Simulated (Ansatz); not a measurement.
# TaN: the cost of one run

Program: Ansatz 0.2.0. Level of theory: DFT PBE, scalar-relativistic, plane waves, PAW. These are calculated values, not measurements.

## 1. The structure to begin with

It takes space group P6_3mc (No. 186, hexagonal). Conventional cell: a = 3.050 Å, b = 3.050 Å, c = 4.940 Å, α = 90.00°, β = 90.00°, γ = 120.00°. Ta (site symmetry 3m) has 4 N at 1.85 to 1.90 Å as nearest neighbours. N (site symmetry 3m) is surrounded by 4 Ta at 1.85 to 1.90 Å.

Coordinates:

```cif
data_structure
_symmetry_space_group_name_H-M 'P 1'
_symmetry_Int_Tables_number 1
_cell_length_a 3.0500
_cell_length_b 3.0500
_cell_length_c 4.9400
_cell_angle_alpha 90.000
_cell_angle_beta 90.000
_cell_angle_gamma 120.000
_cell_volume 39.80
loop_
_atom_site_label
_atom_site_type_symbol
_atom_site_fract_x
_atom_site_fract_y
_atom_site_fract_z
_atom_site_occupancy
Ta1 Ta 0.33333 0.66667 0.00000 1
Ta2 Ta 0.66667 0.33333 0.50000 1
N1 N 0.33333 0.66667 0.38500 1
N2 N 0.66667 0.33333 0.88500 1
```

The cell is taken as given, not relaxed at this level.

## 2. The reference: the undisturbed cell on the scan's mesh

Contents of input.yaml:

```yaml
crystal:
  lattice:
    - [3.0500010905, 0.0, 0.0]
    - [-1.5250005453, 2.641378426, 0.0]
    - [0.0, 0.0, 4.94]
  atoms:
    - { symbol: Ta, position: [0.3333333333, 0.6666666667, 0.0] }
    - { symbol: Ta, position: [0.6666666667, 0.3333333333, 0.5] }
    - { symbol: "N", position: [0.3333333333, 0.6666666667, 0.385] }
    - { symbol: "N", position: [0.6666666667, 0.3333333333, 0.885] }
basis:
  ecutwfc: 420
kpoints:
  mp_grid: { grid: [18, 18, 10] }
hamiltonian:
  xc: pbe
scf:
  occupations: { method: gaussian, width: 0.15 }
output:
  forces: true
  stress: true
  eigenvalues: true
```

Q: Estimate wall time and peak memory on 1 thread of an x86-64 CPU, shared host.

About 10 s, with a peak of 0.53 GiB.
